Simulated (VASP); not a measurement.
# MgS (F-43m) in VASP: further runs

The runs below take MgS through single point, with LDA.

Program: VASP 6.6.1. These are calculated values, not measurements. Logs are shortened: lines on timing, memory, paths and dates and some standing lists are left out, and cuts for length are marked.

### Step 1. The crystal as given

The structure is cubic, space group F-43m (No. 216). The conventional cell has a = 5.666 Å, b = 5.666 Å, c = 5.666 Å, α = 90.00°, β = 90.00°, γ = 90.00°. S (site symmetry -43m) has 4 Mg at 2.45 Å as nearest neighbours. Mg (site symmetry -43m) is surrounded by 4 S at 2.45 Å.

The cell comes from a database or a generator and needn't be the stable form of this composition.

### Step 2. Single point, LDA

The input, INCAR:

```
  ADDGRID = False
  ALGO = Normal
  EDIFF = 1E-6
  ENCUT = 550
  GGA = CA
  ISIF = 2
  ISMEAR = 0
  LASPH = True
  LCHARG = False
  LREAL = False
  LWAVE = False
  NELM = 100
  PREC = Accurate
  SIGMA = 0.05
```

The input, KPOINTS:

```
k-points
0
Gamma
  5 5 5
```

The input, POSCAR:

```
MgS
1.0
    0.0000000000      2.8331200468      2.8331200468
    2.8331200468      0.0000000000      2.8331200468
    2.8331200468      2.8331200468      0.0000000000
S Mg
1 1
Direct
    0.2346630000      0.2748010000      0.2357280000
   -0.0216520000      0.0237760000     -0.0317750000
```

Potentials or basis: VASP PAW LDA potentials, release 64 (S, Mg).

Started as:

```bash
cat potpaw_LDA.64/S/POTCAR potpaw_LDA.64/Mg/POTCAR > POTCAR
mpirun -np 1 vasp_std > vasp.out
```

OUTCAR:

```text
EDIFF = 1E-6
   ENCUT = 550
   GGA = CA
   ISIF = 2
   ISMEAR = 0
   LASPH = True
   LREAL = False
   NELM = 100
   PREC = Accurate

 Found     63 irreducible k-points:

 Following reciprocal coordinates:
            Coordinates               Weight
  0.000000  0.000000  0.000000      1.000000
  0.200000  0.000000  0.000000      2.000000
  0.000000  0.200000  0.000000      2.000000
  0.000000  0.000000  0.200000      2.000000
  0.200000  0.200000  0.200000      2.000000
  0.400000  0.000000  0.000000      2.000000
   k-points           NKPTS =     63   k-points in BZ     NKDIM =     63   number of bands    NBANDS=      8
   number of dos      NEDOS =    301   number of ions     NIONS =      2
   total plane-waves  NPLWV =  32768
   dimension x,y,z NGX =    32 NGY =   32 NGZ =   32
   dimension x,y,z NGXF=    64 NGYF=   64 NGZF=   64
   ions per type =               1   1
   NGX,Y,Z   is equivalent  to a cutoff of  13.28, 13.28, 13.28 a.u.
   NGXF,Y,Z  is equivalent  to a cutoff of  26.56, 26.56, 26.56 a.u.
 SYSTEM =  unknown system
   PREC   = accura    normal or accurate (medium, high low for compatibility)
   ISTART =      0    job   : 0-new  1-cont  2-samecut
   ICHARG =      2    charge: 1-file 2-atom 10-const
   ISPIN  =      1    spin polarized calculation?
   LNONCOLLINEAR =      F non collinear calculations
   LSORBIT =      F    spin-orbit coupling
   LASPH  =      T    aspherical Exc in radial PAW
   ENCUT  =  550.0 eV  40.42 Ry    6.36 a.u.   7.66  7.66  7.66*2*pi/ulx,y,z
   NELM   =    100;   NELMIN=  2; NELMDL= -5     # of ELM steps
   EDIFF  = 0.1E-05   stopping-criterion for ELM
   LREAL  =      F    real-space projection
   EDIFFG = 0.1E-04   stopping-criterion for IOM
   NSW    =      0    number of steps for IOM
   IBRION =     -1    ionic relax: 0-MD 1-quasi-New 2-CG
   NFREE  =      0    steps in history (QN), initial steepest desc. (CG)
   ISIF   =      2    stress and relaxation
   ISYM   =      2    0-nonsym 1-usesym 2-fastsym
   POTIM  = 0.5000    time-step for ionic-motion
   TEBEG  =    0.0;   TEEND  =   0.0 temperature during run
   PSTRESS=    0.0 pullay stress
   NELECT =       8.0000    total number of electrons
   NUPDOWN=      -1.0000    fix difference up-down
   EMIN   =  10.00;   EMAX   =-10.00  energy-range for DOS
   EFERMI =   0.00;   METHOD = LEGACY
   ISMEAR =     0;   SIGMA  =   0.05  broadening in eV -4-tet -1-fermi 0-gaus
   EFERMI_NEDOS =   21; number of points for ismear=-14 and -15
   IALGO  =     38    algorithm
   IMIX   =      4    mixing-type and parameters
     AMIX     =   0.40;   BMIX     =  1.00
     AMIX_MAG =   1.60;   BMIX_MAG =  1.00
  volume/ion in A,a.u.               =      22.74       153.46
  Fermi-wavevector in a.u.,A,eV,Ry     =   0.917269  1.733386 11.447692  0.841382
  Thomas-Fermi vector in A             =   2.042218
   LORBIT       =      0    0 simple, 1 ext, 2 COOP (PROOUT), +10 PAW based schemes
   GGA     = CA    functional components
   LHFCALC =     F    Hartree Fock is set to
   AEXX    =    0.0000 exact exchange contribution
   IVDW    =     0    specifies the selected vdW correction
   LEPSILON=     F    determine dielectric tensor
   LRPA    =     F    only Hartree local field effects (RPA)
 non-spin polarized calculation
 Gauss-broadening in eV      SIGMA  =   0.05
  energy-cutoff  :      550.00
  volume of cell :       45.48
 maximum number of plane-waves:      1363
   NGX = 15   NGY = 15   NGZ = 15

 number of electron       8.0000000 magnetization

 Free energy of the ion-electron system (eV)
  ---------------------------------------------------
  ext. energy  EPLUGINS =         0.00000000
  ---------------------------------------------------
  free energy    TOTEN  =        -9.35577523 eV

  energy without entropy =       -9.35577523  energy(sigma->0) =       -9.35577523

 E-fermi :   1.2406     XC(G=0):  -8.7513

 val. band max:        1.0017868734   @ k =   0.0000   0.0000   0.0000
 cond. band min:       4.0598105036   @ k =   0.0000   0.0000   0.0000
 fundamental gap:      3.0580236302
 Fermi energy:         1.2405997383

 k-point     1 :       0.0000    0.0000    0.0000
  band No.  band energies     occupation
      1     -10.3495      2.00000
      2       0.7838      2.00000
      3       0.8574      2.00000
      4       1.0018      2.00000
      5       4.0598      0.00000
      6       8.6348      0.00000
      7       8.6401      0.00000
      8       8.6611      0.00000

 k-point     2 :       0.2000    0.0000    0.0000
  band No.  band energies     occupation
      1     -10.1325      2.00000
      2      -0.5809      2.00000
      3       0.6854      2.00000
      4       0.8582      2.00000
      5       5.3277      0.00000
      6       8.3518      0.00000
      7       8.8744      0.00000
      8       9.0044      0.00000

 k-point     3 :       0.0000    0.2000    0.0000
  band No.  band energies     occupation
      1     -10.1331      2.00000
      2      -0.5611      2.00000
      3       0.6691      2.00000
      4       0.8506      2.00000
      5       5.3303      0.00000
      6       8.3505      0.00000
      7       8.8648      0.00000
      8       8.9931      0.00000

 k-point     4 :       0.0000    0.0000    0.2000
  band No.  band energies     occupation
      1     -10.1312      2.00000
      2      -0.6216      2.00000
      3       0.7297      2.00000
      4       0.8632      2.00000
      5       5.3224      0.00000
      6       8.3609      0.00000
      7       8.9137      0.00000
      8       9.0042      0.00000

 k-point     5 :       0.2000    0.2000    0.2000
  band No.  band energies     occupation
      1     -10.1362      2.00000
      2      -0.4623      2.00000
      3       0.6647      2.00000
      4       0.7357      2.00000
      5       5.3429      0.00000
      6       8.3691      0.00000
      7       8.8350      0.00000
      8       8.8971      0.00000

 k-point     6 :       0.4000    0.0000    0.0000
  band No.  band energies     occupation
      1      -9.7270      2.00000
      2      -2.1153      2.00000
      3       0.5065      2.00000
      4       0.6747      2.00000
      5       5.7637      0.00000
      6       8.3751      0.00000
      7       8.5579      0.00000
      8       9.0801      0.00000

 [... further k-points ...]

------------------------ aborting loop because EDIFF is reached ----------------------------------------

  FORCE on cell =-STRESS in cart. coord.  units (eV):
  Direction    XX          YY          ZZ          XY          YZ          ZX
  --------------------------------------------------------------------------------------
  -------------------------------------------------------------------------------------
  Total       -0.6602789     -0.6768226     -0.6385036     -0.0614308     -0.2703733     -0.3574871
  in kB      -23.2601816    -23.8429776    -22.4930835     -2.1640714     -9.5246581    -12.5934881
  external PRESSURE =     -23.1987476 kB  Pullay stress =       0.0000000 kB

 VOLUME and BASIS-vectors are now :
 -----------------------------------------------------------------------------
  energy-cutoff  :      550.00
  volume of cell :       45.48
      direct lattice vectors                 reciprocal lattice vectors
     0.000000000  2.833120047  2.833120047    -0.176483874  0.176483874  0.176483874
     2.833120047  0.000000000  2.833120047     0.176483874 -0.176483874  0.176483874
     2.833120047  2.833120047  0.000000000     0.176483874  0.176483874 -0.176483874

 POSITION                                       TOTAL-FORCE (eV/Angst)
 -----------------------------------------------------------------------------------
      1.44639      1.33267      1.44337        -0.256628     -0.340973     -0.046522
      2.81046      5.51487      2.83914         0.256628      0.340973      0.046522
 -----------------------------------------------------------------------------------
    total drift:                                0.000066      0.000035      0.000032

  FREE ENERGIE OF THE ION-ELECTRON SYSTEM (eV)
  ---------------------------------------------------
  free  energy   TOTEN  =        -9.3557752256 eV

  energy  without entropy=       -9.3557752256  energy(sigma->0) =       -9.35577523
```

It used 7.6 s of CPU time on 1 thread of Intel(R) Xeon(R) Platinum 8559C (Emerald Rapids), on a shared host, which was overloaded at the time.

The run converged, but some of its settings lie outside the range that counts as converged, so its numbers aren't taken as properties of the crystal.

Results:

- Free energy: -9.3558 eV
- Pressure: -2.3 GPa
- Largest force: 0.429 eV/Å
- Band gap on the k mesh: 3.06 eV, direct

### Step 3. Single point, LDA

INCAR: that of step 2 with these lines changed.

```diff
@@ -3,3 +3,3 @@
   EDIFF = 1E-6
-  ENCUT = 550
+  ENCUT = 300
   GGA = CA
```

The input, KPOINTS:

```
k-points
0
Gamma
  7 7 7
```

The input, POSCAR:

```
MgS
1.0
    0.0000000000      2.8331200468      2.8331200468
    2.8331200468      0.0000000000      2.8331200468
    2.8331200468      2.8331200468      0.0000000000
S Mg
1 1
Direct
    0.2500000000      0.2500000000      0.2500000000
    0.0000000000      0.0000000000      0.0000000000
```

Potentials or basis: VASP PAW LDA potentials, release 64 (S, Mg).

Started as:

```bash
cat potpaw_LDA.64/S/POTCAR potpaw_LDA.64/Mg/POTCAR > POTCAR
mpirun -np 1 vasp_std > vasp.out
```

OUTCAR:

```text
EDIFF = 1E-6
   ENCUT = 300
   GGA = CA
   ISIF = 2
   ISMEAR = 0
   LASPH = True
   LREAL = False
   NELM = 100
   PREC = Accurate

 Found     20 irreducible k-points:

 Following reciprocal coordinates:
            Coordinates               Weight
  0.000000  0.000000  0.000000      1.000000
  0.142857  0.000000  0.000000      8.000000
  0.285714  0.000000  0.000000      8.000000
  0.428571  0.000000  0.000000      8.000000
  0.142857  0.142857  0.000000      6.000000
  0.285714  0.142857  0.000000     24.000000
   k-points           NKPTS =     20   k-points in BZ     NKDIM =     20   number of bands    NBANDS=      8
   number of dos      NEDOS =    301   number of ions     NIONS =      2
   total plane-waves  NPLWV =  13824
   dimension x,y,z NGX =    24 NGY =   24 NGZ =   24
   dimension x,y,z NGXF=    48 NGYF=   48 NGZF=   48
   ions per type =               1   1
   NGX,Y,Z   is equivalent  to a cutoff of   9.96,  9.96,  9.96 a.u.
   NGXF,Y,Z  is equivalent  to a cutoff of  19.92, 19.92, 19.92 a.u.
 SYSTEM =  unknown system
   PREC   = accura    normal or accurate (medium, high low for compatibility)
   ISTART =      0    job   : 0-new  1-cont  2-samecut
   ICHARG =      2    charge: 1-file 2-atom 10-const
   ISPIN  =      1    spin polarized calculation?
   LNONCOLLINEAR =      F non collinear calculations
   LSORBIT =      F    spin-orbit coupling
   LASPH  =      T    aspherical Exc in radial PAW
   ENCUT  =  300.0 eV  22.05 Ry    4.70 a.u.   5.66  5.66  5.66*2*pi/ulx,y,z
   NELM   =    100;   NELMIN=  2; NELMDL= -5     # of ELM steps
   EDIFF  = 0.1E-05   stopping-criterion for ELM
   LREAL  =      F    real-space projection
   EDIFFG = 0.1E-04   stopping-criterion for IOM
   NSW    =      0    number of steps for IOM
   IBRION =     -1    ionic relax: 0-MD 1-quasi-New 2-CG
   NFREE  =      0    steps in history (QN), initial steepest desc. (CG)
   ISIF   =      2    stress and relaxation
   ISYM   =      2    0-nonsym 1-usesym 2-fastsym
   POTIM  = 0.5000    time-step for ionic-motion
   TEBEG  =    0.0;   TEEND  =   0.0 temperature during run
   PSTRESS=    0.0 pullay stress
   NELECT =       8.0000    total number of electrons
   NUPDOWN=      -1.0000    fix difference up-down
   EMIN   =  10.00;   EMAX   =-10.00  energy-range for DOS
   EFERMI =   0.00;   METHOD = LEGACY
   ISMEAR =     0;   SIGMA  =   0.05  broadening in eV -4-tet -1-fermi 0-gaus
   EFERMI_NEDOS =   21; number of points for ismear=-14 and -15
   IALGO  =     38    algorithm
   IMIX   =      4    mixing-type and parameters
     AMIX     =   0.40;   BMIX     =  1.00
     AMIX_MAG =   1.60;   BMIX_MAG =  1.00
  volume/ion in A,a.u.               =      22.74       153.46
  Fermi-wavevector in a.u.,A,eV,Ry     =   0.917269  1.733386 11.447692  0.841382
  Thomas-Fermi vector in A             =   2.042218
   LORBIT       =      0    0 simple, 1 ext, 2 COOP (PROOUT), +10 PAW based schemes
   GGA     = CA    functional components
   LHFCALC =     F    Hartree Fock is set to
   AEXX    =    0.0000 exact exchange contribution
   IVDW    =     0    specifies the selected vdW correction
   LEPSILON=     F    determine dielectric tensor
   LRPA    =     F    only Hartree local field effects (RPA)
 non-spin polarized calculation
 Gauss-broadening in eV      SIGMA  =   0.05
  energy-cutoff  :      300.00
  volume of cell :       45.48
 maximum number of plane-waves:       548
   NGX = 11   NGY = 11   NGZ = 11

 number of electron       7.9999994 magnetization

 Free energy of the ion-electron system (eV)
  ---------------------------------------------------
  ext. energy  EPLUGINS =         0.00000000
  ---------------------------------------------------
  free energy    TOTEN  =        -9.37618456 eV

  energy without entropy =       -9.37618456  energy(sigma->0) =       -9.37618456

 E-fermi :   1.0829     XC(G=0):  -8.7526

 val. band max:        0.8801691295   @ k =   0.0000   0.0000   0.0000
 cond. band min:       4.0625753045   @ k =   0.0000   0.0000   0.0000
 fundamental gap:      3.1824061751
 Fermi energy:         1.0828853317

 k-point     1 :       0.0000    0.0000    0.0000
  band No.  band energies     occupation
      1     -10.3511      2.00000
      2       0.8802      2.00000
      3       0.8802      2.00000
      4       0.8802      2.00000
      5       4.0626      0.00000
      6       8.6471      0.00000
      7       8.6471      0.00000
      8       8.6471      0.00000

 k-point     2 :       0.1429    0.0000    0.0000
  band No.  band energies     occupation
      1     -10.2358      2.00000
      2       0.0003      2.00000
      3       0.8106      2.00000
      4       0.8106      2.00000
      5       4.8949      0.00000
      6       8.4118      0.00000
      7       8.8610      0.00000
      8       8.8610      0.00000

 k-point     3 :       0.2857    0.0000    0.0000
  band No.  band energies     occupation
      1      -9.9525      2.00000
      2      -1.3407      2.00000
      3       0.6665      2.00000
      4       0.6665      2.00000
      5       5.7110      0.00000
      6       8.6021      0.00000
      7       8.7744      0.00000
      8       8.7744      0.00000

 k-point     4 :       0.4286    0.0000    0.0000
  band No.  band energies     occupation
      1      -9.6938      2.00000
      2      -2.2052      2.00000
      3       0.5611      2.00000
      4       0.5611      2.00000
      5       5.7576      0.00000
      6       8.3991      0.00000
      7       8.3991      0.00000
      8       9.1678      0.00000

 k-point     5 :       0.1429    0.1429    0.0000
  band No.  band energies     occupation
      1     -10.1976      2.00000
      2       0.0069      2.00000
      3       0.6443      2.00000
      4       0.6443      2.00000
      5       5.1759      0.00000
      6       7.9502      0.00000
      7       9.1937      0.00000
      8       9.1937      0.00000

 k-point     6 :       0.2857    0.1429    0.0000
  band No.  band energies     occupation
      1      -9.9696      2.00000
      2      -0.9839      2.00000
      3       0.4503      2.00000
      4       0.4568      2.00000
      5       5.9907      0.00000
      6       7.7254      0.00000
      7       8.6202      0.00000
      8       9.4858      0.00000

 [... further k-points ...]

------------------------ aborting loop because EDIFF is reached ----------------------------------------

  FORCE on cell =-STRESS in cart. coord.  units (eV):
  Direction    XX          YY          ZZ          XY          YZ          ZX
  --------------------------------------------------------------------------------------
  -------------------------------------------------------------------------------------
  Total       -0.7508005     -0.7508005     -0.7508005     -0.0000000      0.0000000     -0.0000000
  in kB      -26.4490569    -26.4490569    -26.4490569     -0.0000000      0.0000000     -0.0000000
  external PRESSURE =     -26.4490569 kB  Pullay stress =       0.0000000 kB

 VOLUME and BASIS-vectors are now :
 -----------------------------------------------------------------------------
  energy-cutoff  :      300.00
  volume of cell :       45.48
      direct lattice vectors                 reciprocal lattice vectors
     0.000000000  2.833120047  2.833120047    -0.176483874  0.176483874  0.176483874
     2.833120047  0.000000000  2.833120047     0.176483874 -0.176483874  0.176483874
     2.833120047  2.833120047  0.000000000     0.176483874  0.176483874 -0.176483874

 POSITION                                       TOTAL-FORCE (eV/Angst)
 -----------------------------------------------------------------------------------
      1.41656      1.41656      1.41656        -0.000000     -0.000000     -0.000000
      0.00000      0.00000      0.00000         0.000000      0.000000      0.000000
 -----------------------------------------------------------------------------------
    total drift:                                0.000000      0.000000      0.000000

  FREE ENERGIE OF THE ION-ELECTRON SYSTEM (eV)
  ---------------------------------------------------
  free  energy   TOTEN  =        -9.3761845587 eV

  energy  without entropy=       -9.3761845587  energy(sigma->0) =       -9.37618456
```

stdout:

```text
POSCAR found type information on POSCAR S Mg
 POSCAR found :  2 types and       2 ions
 scaLAPACK will be used
 LDA part: xc-table for (Slater(with rela. corr.)+CA(PZ))
 , standard interpolation
 POSCAR, INCAR and KPOINTS ok, starting setup
 FFT: planning ... GRIDC
 FFT: planning ... GRID_SOFT
 FFT: planning ... GRID
 WAVECAR not read
 entering main loop
```

It used 2.2 s of CPU time on 1 thread of Intel(R) Xeon(R) Platinum 8559C (Emerald Rapids) (shared host), which was overloaded at the time.

These settings aren't checked as converged: the numbers below hold their error.

Results:

| Quantity | Value |
| --- | --- |
| Free energy | -9.3762 eV |
| Pressure | -2.6 GPa |
| Band gap on the k mesh | 3.18 eV, direct |

Caveat: the cutoff is under 1.25 times the usual one of these potentials, so pressure, stress and relaxed cells hold a basis-set (Pulay) error.

### Step 4. For comparison

An earlier run on the cell as given: functional PBEsol; potentials or basis VASP PAW PBE potentials, release 64 (S, Mg); cutoff 520 eV; k mesh 8 × 8 × 8; occupations fermi-dirac, width 0.05 eV; no spin polarisation.

* Pressure: -0.5 GPa
* Band gap on the k mesh: 3.29 eV, direct
